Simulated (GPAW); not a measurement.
Runs of GPAW 26.7.0 on CdTe. Symmetry: F-43m, No. 216, cubic system. Conventional cell: a = 6.410 Å, b = 6.410 Å, c = 6.410 Å, α = 90.00°, β = 90.00°, γ = 90.00°. Te (site symmetry -43m) is surrounded by 4 Cd at 2.78 Å. Around Cd (site symmetry -43m) lie 4 Te at 2.78 Å. 

```tsv
task	level	potentials or basis	cell	k mesh	optimizer	fmax	max steps	convergence	gap on the mesh (eV)	pressure (GPa)	relaxed volume (Å³/atom)
single point	TB-mBJ	GPAW PAW data sets for LDA (gpaw-data 1.2.1), pw	as given	8 × 8 × 8	-	-	-	-	1.90	-	-
relaxation of cell and atoms	PBEsol+D3(BJ)+ATM	PAW data sets generated in the run's folder for this functional, pw	relaxed	7 × 7 × 7	BFGS	0.02 eV/Å	60	density=1e-05 forces=0.0001	0.77	0.0	(c)
relaxation of cell and atoms	PBEsol	PAW data sets generated in the run's folder for this functional, pw	relaxed	7 × 7 × 7	BFGS	0.02 eV/Å	60	density=1e-05 forces=0.0001	(b)	0.0	33.83
relaxation of cell and atoms	PBEsol+D3(BJ)	PAW data sets generated in the run's folder for this functional, pw	relaxed	7 × 7 × 7	BFGS	0.02 eV/Å	60	density=1e-05 forces=0.0001	0.78	0.0	32.62
relaxation of cell and atoms	PBEsol+D3	PAW data sets generated in the run's folder for this functional, pw	relaxed	7 × 7 × 7	BFGS	0.02 eV/Å	60	density=1e-05 forces=0.0001	0.77	0.0	32.81
relaxation of cell and atoms	PBEsol+D4	PAW data sets generated in the run's folder for this functional, pw	relaxed	7 × 7 × 7	BFGS	0.02 eV/Å	60	density=1e-05 forces=0.0001	0.74	0.0	(a)
```

Alike in all rows: no spin polarisation; cutoff (eV) 600; smearing fermi-dirac 0.05 eV.

Problem. Estimate the missing entries.

Solution. (a) 33.09; (b) 0.68; (c) 32.75.

Caveats: spin-orbit coupling is left out, which moves the levels of the heavy elements; later steps reuse the first step's grids (some runs); a model potential gives levels but no total energy (some runs); the PAW data sets were made with another functional, which shifts forces and pressure a little (some runs).

A k mesh can miss the band edges, and the runs leave out spin-orbit coupling on Cd, Te.
